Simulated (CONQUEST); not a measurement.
# BAs (F-43m) in CONQUEST: further runs

Runs on BAs. Level: LDA. Tasks: equation of state.

Everything below comes from runs of CONQUEST 1.3. Logs are shortened: lines on timing, memory, paths and dates and some standing lists are left out, and cuts for length are marked.

**Measured values to compare with.**

“Basic Physical Properties of Cubic Boron Arsenide”, 2019, arxiv:1911.11281 quotes, for a bulk crystal of BAs: bulk modulus 148 GPa.

How close the calculation comes is told below.

### Step 1. The structure

The structure is cubic, space group F-43m (No. 216). The conventional cell has a = 4.777 Å, b = 4.777 Å, c = 4.777 Å, α = 90.00°, β = 90.00°, γ = 90.00°. Around As (site symmetry -43m) lie 4 B at 2.07 Å. Around B (site symmetry -43m) lie 4 As at 2.07 Å.

### Step 2. Equation of state, LDA, 12.81 Å³/atom (volume scaled by 0.94)

The input, Conquest_input:

```
IO.Title BAs
IO.Coordinates coords.dat
IO.FractionalAtomicCoords T
IO.Iprint 2
IO.Iprint_init 1
General.NumberOfSpecies 2
General.PseudopotentialType hamann
AtomMove.TypeOfRun static
AtomMove.FullStress T
Grid.PointsAlongX 32
Grid.PointsAlongY 32
Grid.PointsAlongZ 48
DM.SolutionMethod diagon
Diag.MPMesh T
Diag.GammaCentred T
Diag.MPMeshX 8
Diag.MPMeshY 8
Diag.MPMeshZ 6
Diag.kT 0.00183747
minE.SCTolerance 1e-6
SC.MaxIters 100
IO.AtomChargeOutput T
%block ChemicalSpeciesLabel
1 74.920 As
2 10.810 B
%endblock
```

The input, coords.dat:

```
    6.2529035295     0.0000000000     0.0000000000
    0.0000000000     6.2529035295     0.0000000000
    0.0000000000     0.0000000000     8.8429409749
4
  0.0000000000   0.5000000000   0.2500000000 1 T T T
  0.5000000000   0.0000000000   0.7500000000 1 T T T
  0.0000000000   0.0000000000   0.0000000000 2 T T T
  0.5000000000   0.5000000000   0.5000000000 2 T T T
```

Potentials or basis: PseudoDojo NC LDA, DZP, grid of 32 × 32 × 48 points.

Launch:

```bash
Conquest
```

The program printed:

```text
Simulation cell dimensions:     6.2529 a0 x     6.2529 a0 x     8.8429 a0

      Atomic coordinates (a0)
         Atom         X         Y         Z  Species
            1    0.0000    3.1265    2.2107        1
            2    3.1265    0.0000    6.6322        1
            3    0.0000    0.0000    0.0000        2
            4    3.1265    3.1265    4.4215        2

         Monkhorst-Pack mesh:   8 x   8 x   6 gamma-centred
        This calculation includes non-local pseudopotentials,
         with a maximum core radius of      6.87979850

    Job title: BAs
    Job to be run: static calculation

[... 5 lines left out ...]
      Using Fermi-Dirac smearing

    Integration grid size:     32 x   32 x   48

    Integration grid spacing:  0.195 a0 x 0.195 a0 x 0.184 a0

    Number of species:  2
    --------------------------------------------------------
    |   #  mass (au)  Charge (e)  SF Rad (a0)  NSF  Label  |
    --------------------------------------------------------
    |   1     74.920      15.000        7.230   18  As     |
    |   2     10.810       3.000        7.035   13  B      |
    --------------------------------------------------------
          SCF tolerance:                 0.00000100
          SCF iterations:               100

    LibXC version:  6. 2. 2
    Using the LDA functional Slater exchange
    Using the LDA functional Perdew & Wang

           radial cut-off to be used is taken to be max PAO cut-off radius for this species:    6.879799

           greatest ang. mom. for making density from PAOs:  2

           radial cut-off to be used is taken to be max PAO cut-off radius for this species:    6.814252

           greatest ang. mom. for making density from PAOs:  2
    Minimum blocs/proc is      768. Maximum blocs/proc is      768
    set_atom_dens: In set_atomic_density, electrons :      36.000000000000
 matrix_size & matrix_size_padH =           62          62

    Screened ion int: energy:    -165.956054956640 Ha

    new_SC_potl: Starting.  Tolerance:  0.10000E-05

    PulayMixSC: Starting Pulay mixing, A_up =  0.500 A_dn =  0.500
    PulayMixSC: Spin non-polarised calculation.
          Harris-Foulkes Energy            :      -217.893147642084699 Ha
          (TS=0 as O(N) or entropic contribution is negligible)
          DFT Total Energy                 :      -217.775006283838934 Ha
          Total number of electrons        :        35.999999999999375
    PulayMixSC: Pulay iteration     1 residual:              0.44166E-02
          Harris-Foulkes Energy            :      -217.839265947412571 Ha
          (TS=0 as O(N) or entropic contribution is negligible)
          DFT Total Energy                 :      -217.834350420640902 Ha
          Total number of electrons        :        36.000010077859976
    PulayMixSC: Pulay iteration     2 residual:              0.13524E-02
          Harris-Foulkes Energy            :      -217.836574221592912 Ha
          (TS=0 as O(N) or entropic contribution is negligible)
          DFT Total Energy                 :      -217.836127378239382 Ha
          Total number of electrons        :        36.000014155647243
    PulayMixSC: Pulay iteration     3 residual:              0.56053E-03
          Harris-Foulkes Energy            :      -217.836208030174987 Ha
          (TS=0 as O(N) or entropic contribution is negligible)
          DFT Total Energy                 :      -217.836200643831830 Ha
          Total number of electrons        :        36.000017996796117
    PulayMixSC: Pulay iteration     4 residual:              0.53735E-04
          Harris-Foulkes Energy            :      -217.836202576998062 Ha
          (TS=0 as O(N) or entropic contribution is negligible)
          DFT Total Energy                 :      -217.836202490053495 Ha
          Total number of electrons        :        36.000018206229164
    PulayMixSC: Pulay iteration     5 residual:              0.94356E-05
          Harris-Foulkes Energy            :      -217.836202549224879 Ha
          (TS=0 as O(N) or entropic contribution is negligible)
          DFT Total Energy                 :      -217.836202508917722 Ha
          Total number of electrons        :        36.000018267838193
    PulayMixSC: Pulay iteration     6 residual:              0.30667E-05
          Harris-Foulkes Energy            :      -217.836202528243831 Ha
          (TS=0 as O(N) or entropic contribution is negligible)
          DFT Total Energy                 :      -217.836202528242382 Ha
          Total number of electrons        :        36.000018259478296
    PulayMixSC: Pulay iteration     7 residual:              0.53298E-07
    PulayMixSC: Reached SCF tolerance of  0.53298E-07 after      7 iterations
      | Number of electrons      =        36.000018
      |* band energy as 2Tr[K.H] =       -37.707991015268455 Ha
      |  screened ion-ion energy =      -165.956054956640401 Ha
      |  Ha correction           =         0.152821899813705 Ha
      |  XC correction           =       -14.324978393668440 Ha
      |* Harris-Foulkes energy   =      -217.836202528243831 Ha
      |* DFT total energy        =      -217.836202528242382 Ha
      |  estimated accuracy      =        -0.000000000001450 Ha

    force: Forces on atoms (Ha/a0)
    force:  Atom   X              Y              Z
    force:     1  -0.0000000000   0.0000000000  -0.0000000000
    force:     2   0.0000000000  -0.0000000000   0.0000000000
    force:     3  -0.0000000000  -0.0000000000   0.0000000000
    force:     4  -0.0000000000   0.0000000000  -0.0000000000

    force: Maximum force :        0.00000000(Ha/a0) on atom         1 in z direction
    force: Force Residual:        0.00000000 Ha/a0
    force: Total stress:         -8.85959244     0.00000000     0.00000000 GPa
                             0.00000000    -8.85959244     0.00000000
                             0.00000000     0.00000000    -8.44438278
    force: Average pressure:      8.72118922 GPa

    force: Finished force
    get_E_and_F: Change in energy during last step of electronic optimisation:  0.20981E-07

    BIBLIOGRAPHY: Please consider citing the following references in the conquest.bib file

    CONQUEST:         Bowler2002pt, Miyazaki2004, Nakata2020
    Basis:            Bowler2019
    DM:               Bowler:2006xr
    Pseudopotentials: Hamann2013, Bowler2019
    XC references from LibXC:
      P. A. M. Dirac.,  Math. Proc. Cambridge Philos. Soc. 26, 376 (1930)
```

Run time: 74 s. Hardware: 1 thread of Intel Xeon Platinum 8488C (Sapphire Rapids), shared host; peak memory 0.58 GiB.

Results:

| Item | Value |
| --- | --- |
| Free energy | -5927.6250 eV |
| Pressure | 8.7 GPa |
| Band gap on the k mesh | 1.11 eV |
| Mulliken charges | As +0.27; B -0.27 e |

Caveat: Mulliken charges move with the basis; the basis of atomic orbitals isn't converged, which shifts pressures, moduli and gaps; the real-space grid breaks the cell's symmetry a little.

### Step 3. Equation of state, LDA, 13.08 Å³/atom (volume scaled by 0.96)

Conquest_input is that of step 2.

The input, coords.dat:

```
    6.2969395124     0.0000000000     0.0000000000
    0.0000000000     6.2969395124     0.0000000000
    0.0000000000     0.0000000000     8.9052172590
4
  0.0000000000   0.5000000000   0.2500000000 1 T T T
  0.5000000000   0.0000000000   0.7500000000 1 T T T
  0.0000000000   0.0000000000   0.0000000000 2 T T T
  0.5000000000   0.5000000000   0.5000000000 2 T T T
```

Potentials or basis: PseudoDojo NC LDA, DZP, grid of 32 × 32 × 48 points.

Launch:

```bash
Conquest
```

Run time: 72 s. Hardware: 1 thread of Intel Xeon Platinum 8488C (Sapphire Rapids), shared host; peak memory 0.55 GiB.

Results (log left out):

* Free energy: -5927.6715 eV
* Pressure: 4.8 GPa
* Band gap on the k mesh: 1.13 eV
* Mulliken charges: As +0.25; B -0.25 e

Caveat: Mulliken charges move with the basis; the basis of atomic orbitals isn't converged, which shifts pressures, moduli and gaps; the real-space grid breaks the cell's symmetry a little.

### Step 4. Equation of state, LDA, 13.35 Å³/atom (volume scaled by 0.98)

Conquest_input is that of step 3.

The input, coords.dat:

```
    6.3403680538     0.0000000000     0.0000000000
    0.0000000000     6.3403680538     0.0000000000
    0.0000000000     0.0000000000     8.9666344913
4
  0.0000000000   0.5000000000   0.2500000000 1 T T T
  0.5000000000   0.0000000000   0.7500000000 1 T T T
  0.0000000000   0.0000000000   0.0000000000 2 T T T
  0.5000000000   0.5000000000   0.5000000000 2 T T T
```

Launch:

```bash
Conquest
```

It took 72 s on 1 thread of Intel Xeon Platinum 8488C (Sapphire Rapids), shared host; peak memory 0.55 GiB.

It converged, with:

| Property | Result |
| --- | --- |
| Free energy | -5927.6938 eV |
| Pressure | 1.8 GPa |
| Band gap on the k mesh | 1.15 eV |
| Mulliken charges | As +0.23; B -0.23 e |

Caveat: Mulliken charges move with the basis; the basis of atomic orbitals isn't converged, which shifts pressures, moduli and gaps; the real-space grid breaks the cell's symmetry a little.

### Step 5. Equation of state, LDA, 13.63 Å³/atom

Conquest_input is that of step 4.

The input, coords.dat:

```
    6.3832096780     0.0000000000     0.0000000000
    0.0000000000     6.3832096780     0.0000000000
    0.0000000000     0.0000000000     9.0272216973
4
  0.0000000000   0.5000000000   0.2500000000 1 T T T
  0.5000000000   0.0000000000   0.7500000000 1 T T T
  0.0000000000   0.0000000000   0.0000000000 2 T T T
  0.5000000000   0.5000000000   0.5000000000 2 T T T
```

Launch:

```bash
Conquest
```

Wall time 72 s (1 thread of Intel Xeon Platinum 8488C (Sapphire Rapids), shared host); peak memory 0.55 GiB.

It converged, with:

| Property | Result |
| --- | --- |
| Free energy | -5927.6958 eV |
| Pressure | -1.2 GPa |
| Band gap on the k mesh | 1.16 eV |
| Mulliken charges | As +0.21; B -0.21 e |

Caveat: Mulliken charges move with the basis; the basis of atomic orbitals isn't converged, which shifts pressures, moduli and gaps.

### Step 6. Equation of state, LDA, 13.90 Å³/atom (volume scaled by 1.02)

Conquest_input is that of step 5.

The input, coords.dat:

```
    6.4254838218     0.0000000000     0.0000000000
    0.0000000000     6.4254838218     0.0000000000
    0.0000000000     0.0000000000     9.0870063648
4
  0.0000000000   0.5000000000   0.2500000000 1 T T T
  0.5000000000   0.0000000000   0.7500000000 1 T T T
  0.0000000000   0.0000000000   0.0000000000 2 T T T
  0.5000000000   0.5000000000   0.5000000000 2 T T T
```

Potentials or basis: PseudoDojo NC LDA, DZP, grid of 32 × 32 × 48 points.

Launch:

```bash
Conquest
```

It took 72 s on 1 thread of Intel Xeon Platinum 8488C (Sapphire Rapids), shared host; peak memory 0.54 GiB.

Results (log left out):

| Item | Value |
| --- | --- |
| Free energy | -5927.6795 eV |
| Pressure | -3.6 GPa |
| Band gap on the k mesh | 1.18 eV |
| Mulliken charges | As +0.19; B -0.19 e |

Caveat: Mulliken charges move with the basis; the basis of atomic orbitals isn't converged, which shifts pressures, moduli and gaps; the real-space grid breaks the cell's symmetry a little.

### Step 7. Equation of state, LDA, 14.17 Å³/atom (volume scaled by 1.04)

Conquest_input is that of step 6.

The input, coords.dat:

```
    6.4672089119     0.0000000000     0.0000000000
    0.0000000000     6.4672089119     0.0000000000
    0.0000000000     0.0000000000     9.1460145529
4
  0.0000000000   0.5000000000   0.2500000000 1 T T T
  0.5000000000   0.0000000000   0.7500000000 1 T T T
  0.0000000000   0.0000000000   0.0000000000 2 T T T
  0.5000000000   0.5000000000   0.5000000000 2 T T T
```

Launch:

```bash
Conquest
```

It took 72 s on 1 thread of Intel Xeon Platinum 8488C (Sapphire Rapids), shared host; peak memory 0.54 GiB.

It converged, with:

| Property | Result |
| --- | --- |
| Free energy | -5927.6474 eV |
| Pressure | -6.1 GPa |
| Band gap on the k mesh | 1.20 eV |
| Mulliken charges | As +0.17; B -0.17 e |

Caveat: Mulliken charges move with the basis; the basis of atomic orbitals isn't converged, which shifts pressures, moduli and gaps; the real-space grid breaks the cell's symmetry a little.

### Step 8. Equation of state, LDA, 14.44 Å³/atom (volume scaled by 1.06)

Conquest_input is that of step 7.

The input, coords.dat:

```
    6.5084024358     0.0000000000     0.0000000000
    0.0000000000     6.5084024358     0.0000000000
    0.0000000000     0.0000000000     9.2042709934
4
  0.0000000000   0.5000000000   0.2500000000 1 T T T
  0.5000000000   0.0000000000   0.7500000000 1 T T T
  0.0000000000   0.0000000000   0.0000000000 2 T T T
  0.5000000000   0.5000000000   0.5000000000 2 T T T
```

Launch:

```bash
Conquest
```

Run time: 63 s. Hardware: 1 thread of Intel Xeon Platinum 8488C (Sapphire Rapids), shared host; peak memory 0.51 GiB.

The run converged. Its results:

| Item | Value |
| --- | --- |
| Free energy | -5927.5979 eV |
| Pressure | -8.4 GPa |
| Band gap on the k mesh | 1.22 eV |
| Mulliken charges | As +0.16; B -0.16 e |

Caveat: Mulliken charges move with the basis; the basis of atomic orbitals isn't converged, which shifts pressures, moduli and gaps; the real-space grid breaks the cell's symmetry a little.

### Step 9. Equation of state, LDA

Potentials or basis: PseudoDojo NC LDA, DZP, grid of 32 × 32 × 48 points.

This step only gathers the single runs of the series.

What came out:

```
Equilibrium volume                      : 13.52 Å³/atom
Bulk modulus                            : 141 GPa
Pressure derivative of the bulk modulus : 4.1 (rough: it moves with the points fitted)
```

Energy against volume, from the lowest point:
| volume (Å³/atom) | energy (meV/atom) |
| --- | --- |
| 12.809 | 17.68 |
| 13.081 | 6.06 |
| 13.354 | 0.50 |
| 13.626 | 0.00 |
| 13.899 | 4.08 |
| 14.171 | 12.10 |
| 14.444 | 24.47 |

Caveat: the DZP basis gives volumes some 2 % larger than converged bases do, and moduli off by several per cent; the basis of atomic orbitals isn't converged, which shifts pressures, moduli and gaps. LDA usually gives volumes a few per cent too small.

### Step 10. For comparison

An earlier run on the cell as given: functional PBE; potentials or basis PseudoDojo NC PBE, DZP, grid cutoff 120 Ha; k mesh 8 × 8 × 6; occupations fermi-dirac, width 0.05 eV; no spin polarisation.

* Pressure: 5.3 GPa
* Band gap on the k mesh: 1.22 eV
* Mulliken charges: As +0.23; B -0.23 e

### Step 11. Against experiment

Step 9. Against the measured bulk modulus of BAs, 148 GPa (quoted in “Basic Physical Properties of Cubic Boron Arsenide”, 2019, arxiv:1911.11281), the calculated 141 GPa is off by -4.6 %. The fit is for a static lattice scaled at fixed shape and fixed fractional positions.
